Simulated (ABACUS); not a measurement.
# GaN (P6_3mc) in ABACUS: further runs

The runs below take GaN through single point, relaxation of cell and atoms, with LDA.

Program: ABACUS 3.10.1. These are calculated values, not measurements. Logs are shortened: lines on timing, memory, paths and dates and some standing lists are left out, and cuts for length are marked.

**Measured values to compare with.**

“Studying electronic properties in GaN without electrical contacts using γ-γ vs e−-γ Perturbed Angular Correlations”, 2019, pmc:6823545 quotes, for a bulk crystal of GaN: band gap 3.503 ± 0.005 eV (direct).

The runs below are set against these values where they give the same quantity.

### Step 1. The structure

It takes space group P6_3mc (No. 186, hexagonal). The conventional cell has a = 3.180 Å, b = 3.180 Å, c = 5.166 Å, α = 90.00°, β = 90.00°, γ = 120.00°. Ga (site symmetry 3m) is surrounded by 4 N at 1.94 to 1.95 Å. N (site symmetry 3m) has 4 Ga at 1.94 to 1.95 Å as nearest neighbours.

### Step 2. Single point, LDA

File run_abacus.py:

```python
"""ABACUS run from a structure file: ASE reads it, the script writes STRU, KPT and INPUT."""
import re
import subprocess
from ase.io import read
from ase.units import Bohr

atoms = read("GaN.cif")
atoms = atoms[(-atoms.numbers).argsort(kind="stable")]  # ABACUS lists atoms element by element
pseudo = {'Ga': 'ga_lda_v1.4.uspp.F.UPF', 'N': 'n_lda_v1.2.uspp.F.UPF'}
orbital = {}
magmoms = None
kmesh = [8, 8, 4]
params = {
    'suffix': 'GaN',
    'calculation': 'scf',
    'basis_type': 'pw',
    'pseudo_dir': './',
    'symmetry': 1,
    'dft_functional': 'pz',
    'ecutwfc': 40,
    'pseudo_rcut': 10,
    'nspin': 1,
    'nbands': 35,
    'ks_solver': 'dav',
    'smearing_method': 'fd',
    'smearing_sigma': 0.00367493,
    'scf_thr': 1e-08,
    'scf_nmax': 100,
    'mixing_type': 'broyden',
    'mixing_beta': 0.7,
    'cal_force': 1,
    'cal_stress': 1,
    'ecutrho': 320,
    'out_chg': 1,
    'kpar': 4,
}

symbols = atoms.get_chemical_symbols()
elements = list(dict.fromkeys(symbols))
lines = ["ATOMIC_SPECIES"] + [f"{e} {atoms.get_masses()[symbols.index(e)]:.4f} {pseudo[e]}" for e in elements]
if orbital:
    lines += ["", "NUMERICAL_ORBITAL"] + [orbital[e] for e in elements]
lines += ["", "LATTICE_CONSTANT", f"{1 / Bohr:.10f}", "", "LATTICE_VECTORS"]
lines += [" ".join(f"{x:.10f}" for x in v) for v in atoms.cell]
lines += ["", "ATOMIC_POSITIONS", "Direct"]
for e in elements:
    lines += ["", e, "0.0", str(symbols.count(e))]
    for i, p in enumerate(atoms.get_scaled_positions(wrap=False)):
        if symbols[i] == e:
            mag = "" if magmoms is None else " mag " + " ".join(str(x) for x in (magmoms[i] if isinstance(magmoms[i], list) else [magmoms[i]]))
            lines.append(" ".join(f"{x:.10f}" for x in p) + " 1 1 1" + mag)
open("STRU", "w").write("\n".join(lines) + "\n")
open("KPT", "w").write("K_POINTS\n0\nGamma\n%d %d %d 0 0 0\n" % tuple(kmesh))
open("INPUT", "w").write("INPUT_PARAMETERS\n" + "".join(f"{k:<20s}{v}\n" for k, v in params.items()))

done = subprocess.run(['mpirun', '-np', '4', 'abacus'])
if done.returncode:
    raise SystemExit(done.returncode)
log = open("OUT.GaN/running_scf.log").read()
print("final energy (eV):", re.findall(r"FINAL_ETOT_IS (\S+)", log))
```

File GaN.cif:

```cif
data_GaN
_cell_length_a 3.18000000
_cell_length_b 3.18000000
_cell_length_c 5.16600000
_cell_angle_alpha 90.00000000
_cell_angle_beta 90.00000000
_cell_angle_gamma 120.00000000
_space_group_name_H-M_alt 'P1'
_space_group_name_Hall 'P 1'
_space_group_IT_number 1
loop_
_space_group_symop_operation_xyz
'x,y,z'
loop_
_atom_site_label
_atom_site_type_symbol
_atom_site_symmetry_multiplicity
_atom_site_Wyckoff_symbol
_atom_site_fract_x
_atom_site_fract_y
_atom_site_fract_z
_atom_site_occupancy
Ga1 Ga 1 a 0.6666666667 0.3333333333 0.5000000000 1
Ga2 Ga 1 a 0.3333333333 0.6666666667 0.0000000000 1
N1 N 1 a 0.6666666667 0.3333333333 0.8750000000 1
N2 N 1 a 0.3333333333 0.6666666667 0.3750000000 1
```

Potentials or basis: GBRV ultrasoft 1.5 LDA, plane waves.

Launch:

```
OMP_NUM_THREADS=1 python run_abacus.py > log
```

running log:

```text
ABACUS v3.10.1

               Atomic-orbital Based Ab-initio Computation at UStc

 ------------------------------------------------------------------------------------

 READING GENERAL INFORMATION
                           global_out_dir = OUT.GaN/
                           global_in_card = INPUT
                               pseudo_dir = ./
                              orbital_dir =
                                    DSIZE = 4
                                    GSIZE = 1
[... 5 lines left out ...]

 READING ATOM TYPE 1
                               atom label = Ga
                      L=0, number of zeta = 1
                      L=1, number of zeta = 1
                      L=2, number of zeta = 1
             number of atom for this type = 2

 READING ATOM TYPE 2
                               atom label = N
                      L=0, number of zeta = 1
                      L=1, number of zeta = 1
                      L=2, number of zeta = 1
             number of atom for this type = 2

                        TOTAL ATOM NUMBER = 4
DIRECT COORDINATES
    atom                   x                   y                   z     mag                  vx                  vy                  vz
taud_Ga1            0.6666666667        0.3333333333        0.5000000000  0.0000        0.0000000000        0.0000000000        0.0000000000
taud_Ga2            0.3333333333        0.6666666667        0.0000000000  0.0000        0.0000000000        0.0000000000        0.0000000000
taud_N1            0.6666666667        0.3333333333        0.8750000000  0.0000        0.0000000000        0.0000000000        0.0000000000
taud_N2            0.3333333333        0.6666666667        0.3750000000  0.0000        0.0000000000        0.0000000000        0.0000000000

                          Volume (Bohr^3) = 305.306
                             Volume (A^3) = 45.2417

 Lattice vectors: (Cartesian coordinate: in unit of a_0)
                +3.18                  +0                  +0
                -1.59            +2.75396                  +0
                   +0                  +0              +5.166
 Reciprocal vectors: (Cartesian coordinate: in unit of 2 pi/a_0)
            +0.314465           +0.181557                  -0
                   -0           +0.363113                  -0
                   +0                  -0           +0.193573
 The esolver type has been set to : ksdft_pw

                PAO radial cut off (Bohr) = 10

 Read in pseudopotential file is ga_lda_v1.4.uspp.F.UPF
                     pseudopotential type = US
          exchange-correlation functional = PZ
                 nonlocal core correction = 1
                        valence electrons = 19
                                     lmax = 2
                           number of zeta = 4
                     number of projectors = 6
                           L of projector = 0
[... 5 lines left out ...]
                PAO radial cut off (Bohr) = 10

 Read in pseudopotential file is n_lda_v1.2.uspp.F.UPF
                     pseudopotential type = US
[... 200 lines left out ...]
 N non-local projectors:
 projector 1 L=0
 projector 2 L=0
 projector 3 L=1
 projector 4 L=1
      TOTAL NUMBER OF NONLOCAL PROJECTORS = 52

 Init Non-Local PseudoPotential table :
 Init Non-Local-Pseudopotential done.

                                     npwx = 1311

 Make real space PAO into reciprocal space.
       max mesh points in Pseudopotential = 693
     dq(describe PAO in reciprocal space) = 0.01
                                    max q = 763

 number of pseudo atomic orbitals for Ga is 4
WARNING: norm of atomic wavefunction # 4 of atomic type Ga is 0.999973, renormalized

 number of pseudo atomic orbitals for N is 2
WARNING: norm of atomic wavefunction # 2 of atomic type N is 0.999999, renormalized

 -------------------------------------------
 SELF-CONSISTENT
 -------------------------------------------
                                 init_chg = atomic

 PW ALGORITHM --------------- ION=   1  ELEC=   1--------------------------------

 Density error is 11.4618963203
                          Error Threshold = 0.01
----------------------------------------------------------
     Energy           Rydberg                 eV
----------------------------------------------------------
 E_KohnSham     -863.7035549782      -11751.2897305599
 E_Harris       -974.7238733475      -13261.7986541564
 E_Fermi        0.9676702841         13.1658296496
----------------------------------------------------------
[... 87 lines left out ...]
 Density error is 8.40152259461e-09
                          Error Threshold = 1.96397124469e-10
----------------------------------------------------------
     Energy           Rydberg                 eV
----------------------------------------------------------
 E_KohnSham     -870.4277363274      -11842.7769112940
 E_KS(sigma->0) -870.4277363274      -11842.7769112939
 E_Harris       -870.4247862094      -11842.7367728797
 E_band         -70.1861270961       -954.9312490586
 E_one_elec     -672.4397658406      -9149.0123772174
 E_Hartree      361.2094854835       4914.5071742245
 E_xc           -106.4462478189      -1448.2755010572
 E_Ewald        -452.7512081515      -6159.9962072438
 E_entropy(-TS) -0.0000000000        -0.0000000001
 E_descf        0.0000000000         0.0000000000
 E_exx          0.0000000000         0.0000000000
 E_Fermi        0.8635258970         11.7488725702
----------------------------------------------------------

 charge density convergence is achieved
 final etot is -11842.776911 eV
 EFERMI = 11.74887257 eV

 STATE ENERGY(eV) AND OCCUPATIONS    NSPIN == 1
 1/8 kpoint (Cartesian) = 0.0000 0.0000 0.0000 (1303 pws)
       1       -81.6432     0.00781250
       2       -81.6419     0.00781250
       3       -81.6419     0.00781250
       4       -81.6418     0.00781250
       5       -81.6418     0.00781250
       6       -81.6415     0.00781250
[... 212 lines left out ...]
      34        24.4059        0.00000
      35        29.1651        0.00000

[... levels at 2 further k points ...]

------------------------------------------------------------------------------------------
 TOTAL-FORCE (eV/Angstrom)
------------------------------------------------------------------------------------------
                       Ga1         0.0000000000         0.0000000000        -0.1260774311
                       Ga2         0.0000000000         0.0000000000        -0.1260774311
                        N1         0.0000000000         0.0000000000         0.1260774311
                        N2         0.0000000000         0.0000000000         0.1260774311
------------------------------------------------------------------------------------------

----------------------------------------------------------------
 TOTAL-STRESS (KBAR)
----------------------------------------------------------------
       -49.1047391317        -0.0000000000         0.0000000000
         0.0000000000       -49.1047391329         0.0000000000
         0.0000000000         0.0000000000       -27.6020634290
----------------------------------------------------------------
 TOTAL-PRESSURE: -41.937181 KBAR

 --------------------------------------------
 !FINAL_ETOT_IS -11842.7769112939786282 eV
 --------------------------------------------
```

INPUT:

```text
INPUT_PARAMETERS
suffix              GaN
calculation         scf
basis_type          pw
pseudo_dir          ./
symmetry            1
dft_functional      pz
ecutwfc             40
pseudo_rcut         10
nspin               1
nbands              35
ks_solver           dav
smearing_method     fd
smearing_sigma      0.00367493
scf_thr             1e-08
scf_nmax            100
mixing_type         broyden
mixing_beta         0.7
cal_force           1
cal_stress          1
ecutrho             320
out_chg             1
kpar                4
```

STRU:

```text
ATOMIC_SPECIES
Ga 69.7230 ga_lda_v1.4.uspp.F.UPF
N 14.0070 n_lda_v1.2.uspp.F.UPF

LATTICE_CONSTANT
1.8897261258

LATTICE_VECTORS
3.1800000000 0.0000000000 0.0000000000
-1.5900000000 2.7539607840 0.0000000000
0.0000000000 0.0000000000 5.1660000000

ATOMIC_POSITIONS
Direct

Ga
0.0
2
0.6666666667 0.3333333333 0.5000000000 1 1 1
0.3333333333 0.6666666667 0.0000000000 1 1 1

N
0.0
2
0.6666666667 0.3333333333 0.8750000000 1 1 1
0.3333333333 0.6666666667 0.3750000000 1 1 1
```

It took 11 s on 4 MPI ranks of Intel Xeon 6975P-C (Granite Rapids), shared host; peak memory 0.72 GiB.

Results:

- Free energy: -11842.7769 eV
- Pressure: -4.2 GPa
- Largest force: 0.126 eV/Å
- Band gap on the k mesh: 1.98 eV, direct

Forces in eV/Å, atoms in the order of the input:
```
Ga   0.000  0.000 -0.126
Ga   0.000  0.000 -0.126
N    0.000  0.000  0.126
N    0.000  0.000  0.126
```

### Step 3. Relaxation of cell and atoms, LDA

File INPUT:

```
INPUT_PARAMETERS
suffix              GaN
calculation         cell-relax
basis_type          pw
pseudo_dir          ./
symmetry            1
dft_functional      pz
ecutwfc             40
pseudo_rcut         10
nspin               1
nbands              29
ks_solver           dav
smearing_method     fd
smearing_sigma      0.00367493
scf_thr             1e-08
scf_nmax            100
mixing_type         broyden
mixing_beta         0.7
cal_force           1
cal_stress          1
ecutrho             320
relax_nmax          60
force_thr_ev        0.005
relax_method        cg
out_stru            1
stress_thr          1
kpar                4
```

File STRU:

```
ATOMIC_SPECIES
Ga 69.7230 ga_lda_v1.4.uspp.F.UPF
N 14.0070 n_lda_v1.2.uspp.F.UPF

LATTICE_CONSTANT
1.8897261246

LATTICE_VECTORS
3.1800000000 0.0000000000 0.0000000000
-1.5900000000 2.7539607840 0.0000000000
0.0000000000 0.0000000000 5.1660000000

ATOMIC_POSITIONS
Direct

Ga
0.0
2
0.6666666667 0.3333333333 0.5000000000 1 1 1
0.3333333333 0.6666666667 0.0000000000 1 1 1

N
0.0
2
0.6666666667 0.3333333333 0.8750000000 1 1 1
0.3333333333 0.6666666667 0.3750000000 1 1 1
```

File KPT:

```
K_POINTS
0
Gamma
8 8 4 0 0 0
```

Potentials or basis: GBRV ultrasoft 1.5 LDA, plane waves.

Launch:

```
OMP_NUM_THREADS=1 mpirun -np 4 abacus > log
```

running log:

```text
ABACUS v3.10.1

               Atomic-orbital Based Ab-initio Computation at UStc

 ------------------------------------------------------------------------------------

 READING GENERAL INFORMATION
                           global_out_dir = OUT.GaN/
                           global_in_card = INPUT
                               pseudo_dir = ./
                              orbital_dir =
                                    DSIZE = 4
                                    GSIZE = 1
[... 5 lines left out ...]

 READING ATOM TYPE 1
                               atom label = Ga
                      L=0, number of zeta = 1
                      L=1, number of zeta = 1
                      L=2, number of zeta = 1
             number of atom for this type = 2

 READING ATOM TYPE 2
                               atom label = N
                      L=0, number of zeta = 1
                      L=1, number of zeta = 1
                      L=2, number of zeta = 1
             number of atom for this type = 2

                        TOTAL ATOM NUMBER = 4
DIRECT COORDINATES
    atom                   x                   y                   z     mag                  vx                  vy                  vz
taud_Ga1            0.6666666667        0.3333333333        0.5000000000  0.0000        0.0000000000        0.0000000000        0.0000000000
taud_Ga2            0.3333333333        0.6666666667        0.0000000000  0.0000        0.0000000000        0.0000000000        0.0000000000
taud_N1            0.6666666667        0.3333333333        0.8750000000  0.0000        0.0000000000        0.0000000000        0.0000000000
taud_N2            0.3333333333        0.6666666667        0.3750000000  0.0000        0.0000000000        0.0000000000        0.0000000000
[... 4 lines left out ...]
 Lattice vectors: (Cartesian coordinate: in unit of a_0)
                +3.18                  +0                  +0
                -1.59            +2.75396                  +0
                   +0                  +0              +5.166
 Reciprocal vectors: (Cartesian coordinate: in unit of 2 pi/a_0)
            +0.314465           +0.181557                  -0
                   -0           +0.363113                  -0
[... 214 lines left out ...]

 SETUP NONLOCAL PSEUDOPOTENTIALS IN PLANE WAVE BASIS
 Ga non-local projectors:
 projector 1 L=0
 projector 2 L=0
 projector 3 L=1
 projector 4 L=1
 projector 5 L=2
 projector 6 L=2
 N non-local projectors:
 projector 1 L=0
 projector 2 L=0
 projector 3 L=1
 projector 4 L=1
      TOTAL NUMBER OF NONLOCAL PROJECTORS = 52

 Init Non-Local PseudoPotential table :
 Init Non-Local-Pseudopotential done.

                                     npwx = 1311

 Make real space PAO into reciprocal space.
       max mesh points in Pseudopotential = 693
     dq(describe PAO in reciprocal space) = 0.01
                                    max q = 1272

 number of pseudo atomic orbitals for Ga is 4
WARNING: norm of atomic wavefunction # 4 of atomic type Ga is 0.999973, renormalized

 number of pseudo atomic orbitals for N is 2
WARNING: norm of atomic wavefunction # 2 of atomic type N is 0.999999, renormalized

 -------------------------------------------
 STEP OF RELAXATION : 1
 -------------------------------------------
                                 init_chg = atomic

 PW ALGORITHM --------------- ION=   1  ELEC=   1--------------------------------

 Density error is 11.4651185848
                          Error Threshold = 0.01
----------------------------------------------------------
     Energy           Rydberg                 eV
----------------------------------------------------------
 E_KohnSham     -863.7026535997      -11751.2774666755
 E_Harris       -974.7045560596      -13261.5358289713
 E_Fermi        0.9677702194         13.1671893385
----------------------------------------------------------
[... 1314 lines left out ...]
 Largest gradient in stress is 0.524598 kbar.
 Threshold is 1.000000 kbar.

 Relaxation is converged!

 --------------------------------------------
 !FINAL_ETOT_IS -11842.7930229028479516 eV
 --------------------------------------------
```

stdout:

```text
ABACUS v3.10.1

               Atomic-orbital Based Ab-initio Computation at UStc

%%%%%%%%%%%%%%%%%%%%%%%%%%%%%%%%%%%%%%%%%%%%%%%%%%%%%%%%%%%%%%%%%%%%%%%%%%%%%%%%%%%%%%%%%%%%%%%%%%%%%%%%%
 Warning: the number of valence electrons in pseudopotential > 3 for Ga: [Ar] 3d10 4s2 4p1
[... 229 lines left out ...]
         0.5245978290         0.0000000000         0.0000000000
         0.0000000000         0.5245978290         0.0000000000
         0.0000000000         0.0000000000        -0.1068472442
----------------------------------------------------------------
 TOTAL-PRESSURE: 0.314116 KBAR

 ETOT DIFF (eV)       : 0.000000
 LARGEST GRAD (eV/A)  : 0.001650
```

Wall time 70 s (4 MPI ranks of Intel Xeon 6975P-C (Granite Rapids), shared host); peak memory 0.72 GiB.

Results:

| Item | Value |
| --- | --- |
| Free energy | -11842.7930 eV |
| Relaxed volume | 11.05 Å³/atom |
| Relaxed cell | a = 3.152 Å, b = 3.152 Å, c = 5.139 Å, α = 90.00°, β = 90.00°, γ = 120.00° |
| Space group after relaxing (to 0.05 Å) | P6_3mc (No. 186) |
| Energy gained by relaxing | 4.0 meV/atom |
| Ionic steps | 11 |
| Pressure after relaxing | 0.0 GPa |
| Band gap on the k mesh | 2.14 eV, direct |

The path:
```
step  energy change (eV)  largest force (eV/Å)  pressure (GPa)  volume (Å³)
   1              0.0000                0.1259           -4.36        45.24
   2              0.0015                0.1070            5.12        43.19
   3             -0.0161                0.0166            0.00        44.21
   4             -0.0161                0.0115           -0.11        44.21
   5             -0.0161                0.0277            0.02        44.20
   6             -0.0161                0.0073           -0.01        44.21
   7             -0.0161                0.0091            0.15        44.21
   8             -0.0161                0.0066           -0.01        44.21
   9             -0.0161                0.0011            0.21        44.21
  10             -0.0161                0.0067           -0.17        44.21
  11             -0.0161                0.0016            0.03        44.20
```

Final structure:
```
Ga N
1.0
     3.15152    0.00000    0.00000
    -1.57576    2.72929    0.00000
     0.00000    0.00000    5.13922
Ga N
2 2
Direct
  0.66667 0.33333 0.49934
  0.33333 0.66667 0.99934
  0.66667 0.33333 0.87566
  0.33333 0.66667 0.37566
```

Levels at points of the mesh, in eV from the valence-band top:
```tsv
k point	band 21	band 22	band 23	band 24	band 25	band 26
(0.00, 0.00, 0.00)	-1.09	-0.06	0.00	0.00	2.14	4.37
(0.50, 0.50, 0.00)	-4.41	-2.89	-2.35	-1.05	5.00	5.66
(0.00, 0.00, 0.50)	-0.56	-0.56	-0.56	-0.56	4.40	4.40
(0.50, 0.50, 0.50)	-2.05	-2.05	-1.99	-1.99	4.38	4.38
```

Caveat: there are fewer bands than atomic start orbitals, so a level may be missed at k points of high symmetry. Zero-point motion and thermal expansion aren't in these numbers.

### Step 4. Comparison with measurements

Step 2. Against the measured gap of GaN, 3.503 eV (direct; quoted in “Studying electronic properties in GaN without electrical contacts using γ-γ vs e−-γ Perturbed Angular Correlations”, 2019, pmc:6823545), the calculated 1.98 eV is off by -1.52 eV. Spin-orbit coupling on Ga is left out. The value is that of LDA, without temperature or zero-point motion. Semilocal functionals fall short of measured gaps as a rule.
